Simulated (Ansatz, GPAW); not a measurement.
PbO: PBE in single-zeta orbitals, run from Python

These are simulated results from GPAW 26.7.0, not measurements. The cell was built from a prototype and was relaxed with r2SCAN in plane waves (Ansatz 0.2.0). Not every such cell is a known phase. All runs are without spin polarisation.

The symmetry is P6_3/mmc (No. 194, hexagonal); conventional cell a = 3.566 Å, c = 6.470 Å, 17.82 Å³ an atom. Around Pb lie 6 O at 2.62 Å; around O lie 6 Pb at 2.62 Å.

The basis is minimal: single zeta, one radial function for each shell that the log's basis lists. It describes the filled bands fairly and the empty ones poorly.

The script, run.py:

```python
import json
from ase import Atoms
from gpaw import GPAW, PW, FermiDirac

atoms = Atoms(['Pb', 'Pb', 'O', 'O'],
              cell=[[3.56645847, 0.0, 0.0], [-1.78322924, 3.08864364, 0.0], [0.0, 0.0, 6.47010964]],
              scaled_positions=[[0.0, 0.0, 0.0], [0.0, 0.0, 0.5], [0.333333333, 0.666666667, 0.25], [0.666666667, 0.333333333, 0.75]],
              pbc=True)
calc = GPAW(mode='lcao', basis='sz(dzp)', h=0.2, xc='PBE', kpts={'size': (6, 6, 4), 'gamma': True},
            occupations=FermiDirac(0.02), maxiter=100, legacy_gpaw=True, txt='gpaw.txt')
atoms.calc = calc
res = {'energy': atoms.get_potential_energy(force_consistent=True)}
res['electrons'] = calc.get_number_of_electrons()
res['k'] = calc.get_ibz_k_points().tolist()
res['levels'] = [calc.get_eigenvalues(kpt=i).tolist() for i in range(len(res['k']))]
points = [[0.0, 0.0, 0.0], [0.5, 0.0, 0.0], [0.333333, 0.333333, 0.0], [0.0, 0.0, 0.5], [0.5, 0.0, 0.5], [0.333333, 0.333333, 0.5], [0.0, 0.083333, 0.0]]
bands = calc.fixed_density(kpts=points, symmetry='off', txt='bands.txt')
res['points'] = [bands.get_eigenvalues(kpt=i).tolist() for i in range(len(points))]
json.dump(res, open('results.json', 'w'))
print('free energy (eV):', round(res['energy'], 5))
```

Command: `python run.py`. It took 15 s on 1 thread of Arm Neoverse V2, on a shared host, peak memory 0.17 GiB.

The log gpaw.txt, trimmed of paths, versions and times, then the last line on the terminal. An iter line gives the energy in eV and the logarithms of the changes of orbitals (plane waves alone) and density (c: converged):

```
___ ___ ___ _ _ _
 |   |   |_  | | | |

 | | | | | . | | | |

 |__ |  _|___|_____|  26.7.0
 |___|_|

Input parameters:
  basis: sz(dzp)
  h: 0.2
  kpts: {gamma: True,
         size: (6, 6, 4)}
  maxiter: 100
  mode: lcao
  occupations: {fixmagmom: False,
                name: fermi-dirac,
                width: 0.02}
  xc: PBE

System changes: positions, numbers, cell, pbc, initial_charges, initial_magmoms

Initialize ...

species:
  Pb:
    name:    Lead
    Z:       82.0
    valence: 14
    core:    68
    charge:  0.0  # [|e|]
    compensation charges:
      type: gauss
      rc: 0.38  # [Å]
      lmax: 2
    cutoffs:
      filter: 2.36  # [Å]
      core: 2.43  # [Å]
    projectors
    | kind |    occ | energy [eV] | rcut [Å] |

    |------|--------|-------------|----------|

    |   6s |  2.000 |     -11.969 |    1.259 |

    |   6p |  2.000 |      -3.506 |    1.275 |

    |   5d | 10.000 |     -21.211 |    1.217 |

    |    s |        |      15.243 |    1.259 |

    |    p |        |      23.705 |    1.275 |

    |    d |        |       6.001 |    1.217 |

    LCAO basis set for Pb:
      Name: sz(dzp)
      Number of radial functions: 3
      Number of spherical harmonics: 9
        l=0, rc=6.8438 Bohr: 6s-sz confined orbital
        l=1, rc=9.8125 Bohr: 6p-sz confined orbital
        l=2, rc=4.5156 Bohr: 5d-sz confined orbital
      Number of RI-basis functions 0

  O:
    name:    Oxygen
    Z:       8.0
    valence: 6
    core:    2
    charge:  0.0  # [|e|]
    compensation charges:
      type: gauss
      rc: 0.21  # [Å]
      lmax: 2
    cutoffs:
      filter: 1.17  # [Å]
      core: 0.83  # [Å]
    projectors
    | kind |    occ | energy [eV] | rcut [Å] |

    |------|--------|-------------|----------|

    |   2s |  2.000 |     -23.961 |    0.688 |

    |   2p |  4.000 |      -9.029 |    0.598 |

    |    s |        |       3.251 |    0.688 |

    |    p |        |      18.182 |    0.598 |

    |    d |        |       0.000 |    0.619 |

    LCAO basis set for O:
      Name: sz(dzp)
      Number of radial functions: 2
      Number of spherical harmonics: 4
        l=0, rc=4.3438 Bohr: 2s-sz confined orbital
        l=1, rc=5.3906 Bohr: 2p-sz confined orbital
      Number of RI-basis functions 0

Reference energy: -1138630.631331  # eV

Spin-paired calculation

Convergence criteria:
 Maximum [total energy] change in last 3 cyles: 0.0005 eV / valence electron
 Maximum integral of absolute [dens]ity change: 0.0001 electrons / valence electron
 Maximum integral of absolute [eigenst]ate change: 4e-08 eV^2 / valence electron
 Maximum number of scf [iter]ations: 100
 (Square brackets indicate name in SCF output, whereas a 'c' in
 the SCF output indicates the quantity has converged.)

Symmetries present (total): 4

  ( 1  1  0)  ( 1  0  0)  (-1  0  0)  (-1 -1  0)
  ( 0 -1  0)  ( 0  1  0)  ( 0 -1  0)  ( 0  1  0)
  ( 0  0  1)  ( 0  0  1)  ( 0  0 -1)  ( 0  0 -1)

144 k-points: 6 x 6 x 4 Monkhorst-Pack grid + [1/12,1/12,1/8]
47 k-points in the irreducible part of the Brillouin zone
       k-points in crystal coordinates                weights
   0:     0.00000000    0.00000000    0.00000000          1/144
   1:     0.00000000    0.00000000    0.25000000          2/144
   2:     0.00000000    0.00000000    0.50000000          1/144
   3:     0.16666667   -0.33333333    0.00000000          2/144
   4:     0.16666667   -0.33333333    0.25000000          4/144
   5:     0.16666667   -0.33333333    0.50000000          2/144
   6:     0.16666667   -0.16666667   -0.25000000          4/144
   7:     0.16666667   -0.16666667    0.00000000          4/144
   8:     0.16666667   -0.16666667    0.25000000          4/144
   9:     0.16666667   -0.16666667    0.50000000          4/144
          ...
  46:     0.50000000    0.50000000    0.50000000          2/144

Wave functions: LCAO
  Diagonalizer: Serial LAPACK
  Atomic Correction: dense with blas
  Data-type: complex

Occupation numbers: Fermi-Dirac:
  width: 0.0200  # eV

Eigensolver
   LCAO using direct dense diagonalizer

Densities:
  Coarse grid: 16*16*32 grid
  Fine grid: 32*32*64 grid
  Total Charge: 0.000000

Density mixing:
  Method: separate
  Backend: msr1
  Linear mixing parameter: 0.05
  old densities: 10
  Width of damping distribution: 1.1
  Damping of long wavelength oscillations: 20

Hamiltonian:
  XC and Coulomb potentials evaluated on a 32*32*64 grid
  Using the PBE Exchange-Correlation functional
  Interpolation: tri-quintic (5. degree polynomial)
  Poisson solver: FastPoissonSolver using
    Stencil: 8*3+1=25 point O(h^6) finite-difference Laplacian
    FFT axes: [np.int64(0), np.int64(1), np.int64(2)]
    FST axes: []

XC parameters: PBE with 2 nearest neighbor stencil

Memory estimate:
  Process memory now: 112.04 MiB
  Calculator: 21.13 MiB
    Density: 13.14 MiB
      Arrays: 1.62 MiB
      Localized functions: 10.27 MiB
      Mixer: 1.25 MiB
    Hamiltonian: 1.93 MiB
      Arrays: 1.06 MiB
      XC: 0.00 MiB
      Poisson: 0.00 MiB
      vbar: 0.87 MiB
    Wavefunctions: 6.06 MiB
      C [qnM]: 0.48 MiB
      S, T [2 x qmm]: 0.97 MiB
      P [aqMi]: 0.07 MiB
      BasisFunctions: 4.54 MiB
      Eigensolver: 0.00 MiB

Total number of cores used: 1

Number of atoms: 4
Number of atomic orbitals: 26
Number of bands in calculation: 26
Number of valence electrons: 40
Bands to converge: occupied
Positions:
   0 Pb     0.000000    0.000000    0.000000    ( 0.0000,  0.0000,  0.0000)
   1 Pb     0.000000    0.000000    3.235055    ( 0.0000,  0.0000,  0.0000)
   2 O     -0.000000    2.059096    1.617527    ( 0.0000,  0.0000,  0.0000)
   3 O      1.783229    1.029548    4.852582    ( 0.0000,  0.0000,  0.0000)

Unit cell:
           periodic     x           y           z      points  spacing
  1. axis:    yes    3.566458    0.000000    0.000000    16     0.1930
  2. axis:    yes   -1.783229    3.088644    0.000000    16     0.1930
  3. axis:    yes    0.000000    0.000000    6.470110    32     0.2022

  Lengths:   3.566458   3.566458   6.470110
  Angles:   90.000000  90.000000 120.000000

Effective grid spacing dv^(1/3) = 0.2057

iter:   1   -19.990821        c
iter:   2   -18.801495        c -1.03
iter:   3   -16.213742        c -1.09
iter:   4   -16.073746        c -1.77
iter:   5   -16.091511        c -2.09
iter:   6   -16.068708        c -2.08
iter:   7   -16.068700        c -3.38
iter:   8   -16.068662c       c -3.51
iter:   9   -16.068662c       c -5.13c

Converged after 9 iterations.

Energy contributions relative to reference atoms: (reference = -1138630.631331)

Kinetic:       +126.856826
Potential:     -115.684778
External:        +0.000000
XC:             -28.472005
Entropy (-ST):   -0.001033
Local:           +1.231812
SIC:             +0.000000
--------------------------
Free energy:    -16.069179
Extrapolated:   -16.068662

Showing only first 2 kpts
 Kpt  Band  Eigenvalues  Occupancy
  0    18      6.43619    2.00000
  0    19      7.82049    1.99992
  0    20      8.68406    0.00000
  0    21     14.25781    0.00000

  1    18      6.35898    2.00000
  1    19      7.06440    2.00000
  1    20      9.82782    0.00000
  1    21     14.37059    0.00000

Fermi level: 8.02416

No gap
No difference between direct/indirect transitions

free energy (eV): -16.06918
```

The gap in the log is over the mesh alone; results.json adds the listed points. PBE in single-zeta orbitals gives no gap (an overlap of 0.40 eV at the points read). On the same cell, plane-wave PBE (Ansatz, 12×12×4 k points and the special points) gives no gap (an overlap of 0.35 eV at the points read) and r2SCAN no gap (an overlap of 0.15 eV at the points read); on shared hosts these took about 5.1 and 13 core-seconds on the 4-atom cell, against 15 for the script. Spin-orbit coupling, left out in all these runs, can cut or reorder the gap by tenths of an eV, up to about 1 eV with Pb or Bi.

Spin-orbit coupling is left out, which matters wherever the heavy atoms make up the band edges.
